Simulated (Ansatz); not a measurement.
**Relaxing BeTe in the zincblende type**

First guess:

```xyz
2
Lattice="0.0000 2.8548 2.8548 2.8548 0.0000 2.8548 2.8548 2.8548 0.0000" Properties=species:S:1:pos:R:3 pbc="T T T"
Be    0.0000    0.0000    0.0000
Te    1.4274    1.4274    1.4274
```

All numbers below come from DFT, PBE, PAW with Ansatz's default frozen-core files, scalar-relativistic in Ansatz 0.2.0.

Cell and atoms relax within the symmetry of the start on a 11×11×11 k mesh with 0.08 eV Fermi–Dirac smearing.

The start is built from a prototype, known or not as a phase of this compound; the cutoff is 420 eV.

No spin–orbit coupling, which matters for the heavy atoms here.

Task: What is the pressure of the first guess?

Result: -1.30 GPa.

Task: What does it relax to?

Result: a = 5.665 Å, b = 5.665 Å, c = 5.665 Å, α = 90.00°, β = 90.00°, γ = 90.00° (conventional cell), 22.72 Å³ per atom:
```cif
data_structure
_symmetry_space_group_name_H-M 'F-43m'
_symmetry_Int_Tables_number 216
_cell_length_a 5.6645
_cell_length_b 5.6645
_cell_length_c 5.6645
_cell_angle_alpha 90.000
_cell_angle_beta 90.000
_cell_angle_gamma 90.000
_cell_volume 181.76
loop_
_atom_site_label
_atom_site_type_symbol
_atom_site_symmetry_multiplicity
_atom_site_Wyckoff_symbol
_atom_site_fract_x
_atom_site_fract_y
_atom_site_fract_z
_atom_site_occupancy
Be1 Be 4 a 0.00000 0.00000 0.00000 1
Te1 Te 4 d 0.25000 0.25000 0.75000 1
```

Task: How much energy does the relaxation release?

Result: 2 meV/atom.
